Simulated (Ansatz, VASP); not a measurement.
## NaI: VASP beside Ansatz

```
CELL_PARAMETERS angstrom
0.00000 3.23640 3.23640
3.23640 0.00000 3.23640
3.23640 3.23640 0.00000
ATOMIC_POSITIONS crystal
Na 0.00000 0.00000 0.00000
I 0.46910 0.46910 0.53090
```

Change from the starting cell: all I atoms moved -0.200 Å, as atom 2 along Cartesian [0 0 1].

Alike in both runs: task single point; functional r2SCAN; k mesh 6 × 6 × 6; occupations gaussian, width 0.05 eV; no spin polarisation.

```csv
,VASP,Ansatz
version,VASP 6.6.1,Ansatz 0.2.0
potentials or method,"VASP PAW PBE potentials, release 64 (Na_pv, I)","scalar-relativistic, plane waves, PAW"
plane-wave cutoff (eV),520,500
valence electrons in the cell,14,26
```

Ansatz gave:

| Quantity | Value |
| --- | --- |
| gap on the k mesh at the Fermi level (eV) | 4.43 |
| least direct gap on the mesh (eV) | 4.43 |
| pressure (GPa) | 0.1 |
| largest component of the traceless stress (GPa) | 0.53 |
| rms of the force components (eV/Å) | 0.125 |

Task: Estimate VASP's values.

Result: gap on the k mesh at the Fermi level (eV): 4.44; least direct gap on the mesh (eV): 4.44; pressure (GPa): 0.0; largest component of the traceless stress (GPa): 0.53; rms of the force components (eV/Å): 0.125.

Atom by atom the forces differ by 0.000 eV/Å (rms over components). The two sets of potentials don't hold the same shells in valence.

Caveats: the PAW data sets were made with another functional, which shifts forces and pressure a little (VASP); spin-orbit coupling is left out, which moves the levels of the heavy elements.
